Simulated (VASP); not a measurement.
Ag:

```xyz
2
Lattice="0.0000 2.7071 2.7071 2.7071 0.0000 2.7071 2.7071 2.7071 0.0000" Properties=species:S:1:pos:R:3 pbc="T T T"
Ag    2.7071    2.7071    2.7071
Ag    4.0606    4.0606    4.0606
```

The cell was built by a generator and needn't be a form met in nature.

- Program: VASP 6.6.1
- Task: relaxation of cell and atoms
- Functional: r2SCAN
- Potentials or basis: VASP PAW PBE potentials, release 64 (Ag)
- Cutoff: 600 eV
- k mesh: 6 × 6 × 6
- Occupations: gaussian, width 0.1 eV
- Spin: no spin polarisation

At the start: pressure 37.5 GPa; volume 19.84 Å³/atom.

Where does the relaxation end?

Over 4 steps the energy falls by 691.8 meV/atom and the volume is 28.66 Å³/atom (+44.5 %); space group Fd-3m (No. 227, to 0.05 Å).

Step by step:
```
step  energy change (eV)  largest force (eV/Å)  pressure (GPa)  volume (Å³)
   1              0.0000                0.0000           37.52        39.68
   2             -1.0682                0.0000           -5.05        72.77
   3             -1.3831                0.0000            0.38        56.50
   4             -1.3835                0.0000           -0.18        57.32
```

Final structure:
```
Ag
1.0
     0.00000    3.06025    3.06025
     3.06025    0.00000    3.06025
     3.06025    3.06025    0.00000
Ag
2
Direct
  0.50000 0.50000 0.50000
  0.75000 0.75000 0.75000
```

Caveat: the volume moved by over 15 % at a fixed basis, so the end points are rough; the PAW data sets were made with another functional, which shifts forces and pressure a little.
